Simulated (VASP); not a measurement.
Crystal: Te2Mo.

```
Te Mo
1.0
     3.49568    0.00000    0.00000
    -1.74784    3.02735    0.00000
     0.00000    0.00000   13.69484
Te Mo
4 2
Direct
  0.33333 0.66667 0.61724
  0.66667 0.33333 0.11724
  0.33333 0.66667 0.88276
  0.66667 0.33333 0.38276
  0.33333 0.66667 0.25000
  0.66667 0.33333 0.75000
```

Base run:

| Item | Value |
| --- | --- |
| Program | VASP 6.6.1 |
| Functional | r2SCAN |
| Potentials or basis | VASP PAW PBE potentials, release 64 (Te, Mo_sv) |
| Cutoff | 520 eV |
| k mesh | 9 × 9 × 2 |
| Occupations | gaussian, width 0.03 eV |
| Spin | no spin polarisation |

Its results: band gap on the k mesh 0.77 eV, indirect (least direct gap 1.15 eV); pressure 3.2 GPa; largest force 0.266 eV/Å.

Q: The run is repeated on the same cell with these changes: functional from r2SCAN to LDA; potentials or basis from VASP PAW PBE potentials, release 64 (Te, Mo_sv) to VASP PAW LDA potentials, release 64 (Te, Mo_sv). What comes out?

A: Band gap on the k mesh 0.64 eV, indirect (least direct gap 1.03 eV); pressure -2.3 GPa; largest force 0.394 eV/Å.

Caveats: spin-orbit coupling is left out, which moves the levels of the heavy elements; the PAW data sets were made with another functional, which shifts forces and pressure a little (some runs); the mesh misses the band edges, which the band path finds closer together (some runs).
